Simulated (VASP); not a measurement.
Wanted: the native input for a VASP 6.6.1 run.

```yaml
Task: single point
Functional: PBEsol
Dispersion: D3(BJ)
Potentials_or_basis: VASP PAW PBE potentials, release 64 (Tb_3), 4f in core
Cutoff: 600 eV
k_mesh: 7 × 7 × 7
Occupations: gaussian, width 0.01 eV
Spin: non-collinear spin, ferromagnetic start, spin-orbit coupling
Starting_moments: "[[6.0, 0.0, 0.0]] μB"
Hubbard_terms: Tb f U = 6 eV
Further_INCAR_settings: ALGO = Damped; EDIFF = 1e-07; NBANDS = 13
```

The structure of Tb lies in POSCAR:

```
Tb
1.0
    0.0000000000      2.5199650902      2.5199650902
    2.5199650902      0.0000000000      2.5199650902
    2.5199650902      2.5199650902      0.0000000000
Tb
1
Direct
    0.0000000000      0.0000000000      0.0000000000
```

This isn't the form of Tb at room conditions, which is hcp.

The input as run:

INCAR

```
SYSTEM = Tb
ALGO     = Damped         ! electronic algorithm
EDIFF    = 1E-7           ! SCF threshold, eV
ENCUT    = 600            ! plane-wave cutoff, eV
GGA      = PS             ! functional
GGA_COMPAT= .False.      
ISIF     = 2              ! what is computed and relaxed
ISMEAR   = 0              ! smearing method
IVDW     = 12             ! dispersion correction
LASPH    = .True.         ! aspherical terms in the spheres
LCHARG   = .True.         ! write CHGCAR
LDAU     = .True.         ! DFT+U
LDAUJ    = 0            
LDAUL    = 3              ! shell
LDAUPRINT= 1            
LDAUTYPE = 2            
LDAUU    = 6              ! U, eV
LMAXMIX  = 6              ! l up to which the mixer works
LORBIT   = 11             ! projections on sites
LORBMOM  = .True.       
LREAL    = .False.        ! projectors in reciprocal space
LSORBIT  = .True.         ! spin-orbit coupling
LVHAR    = .True.       
LWAVE    = .False.        ! write WAVECAR
MAGMOM   = 6 0 0          ! initial moments
NBANDS   = 13             ! bands
NELM     = 150            ! most SCF steps
PREC     = Accurate       ! precision mode
SIGMA    = 0.01           ! smearing width, eV
TIME     = 0.4
```

KPOINTS

```
k-points
0
Gamma
  7 7 7
  0 0 0
```

Potentials or basis: VASP PAW PBE potentials, release 64 (Tb_3), 4f in core.

Run with:

```console
$ cat potpaw_PBE.64/Tb_3/POTCAR > POTCAR
$ mpirun -np 1 vasp_ncl > vasp.out
```

It gave:

```yaml
Pressure: -4.7 GPa
Net_moment: 0.02 μB per cell
Valence_electrons_inside_the_program's_atomic_spheres: Tb 7.83
Dispersion_energy_per_atom: -0.420 eV
```

Caveat: the magnetic or orbital state may not be the lowest; U is put on an f shell that these potentials keep in the core, so it has next to no effect; the PAW data sets were made with another functional, which shifts forces and pressure a little.

Wall time 57 s on 1 thread of AMD EPYC 9R45 96-Core Processor (Zen 5), with other jobs on the host, peak memory 0.28 GiB.
